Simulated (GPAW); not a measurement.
## C in GPAW: the effect of strain

The system is C.

```xyz
2
Lattice="2.2124 -1.2774 0.0000 2.2124 1.2774 0.0000 -1.4342 0.0000 3.5028" Properties=species:S:1:pos:R:3 pbc="T T T"
C    -0.6967    0.0000    3.5025
C     3.6873    0.0000    0.0003
```

The cell isn't the ideal one: strain = 0.04.

Alike in all runs:

| Item | Value |
| --- | --- |
| Program | GPAW 26.7.0 |
| Task | single point |
| Functional | PBE |
| Potentials or basis | GPAW PAW data sets (gpaw-data 1.2.1) |
| Cutoff | 800 eV |
| Basis | pw |
| k mesh | 13 × 13 × 8 |
| Occupations | fermi-dirac, width 0.05 eV |
| Spin | no spin polarisation |
| Maxiter | 150 |

```csv
strain,gap on the mesh (eV),pressure (GPa)
0.04,?,?
-0.04,1.13,43.5
-0.01,0.98,12.3
0.01,0.88,-4.2
```

Question: What does the run with strain 0.04 give?

Answer: gap on the mesh 0.75 eV; pressure -23.4 GPa.

Worked out: A straight line through the other rows of the gap on the mesh, of slope -5 eV per unit of strain, extrapolates to 0.73 eV, against the run's 0.75. A straight line through the other rows of the pressure, of slope -961 GPa per unit of strain, extrapolates to -34.0 GPa, against the run's -23.4. The fit is too stiff a form for this range.

Caveats: the density grid can change from cell to cell, which puts small steps into energies and stress; an odd mesh through Γ misses points on the zone boundary, where band edges often lie; this functional lacks dispersion, which binds the layers, so the pressure and a relaxed spacing across them are unreliable.
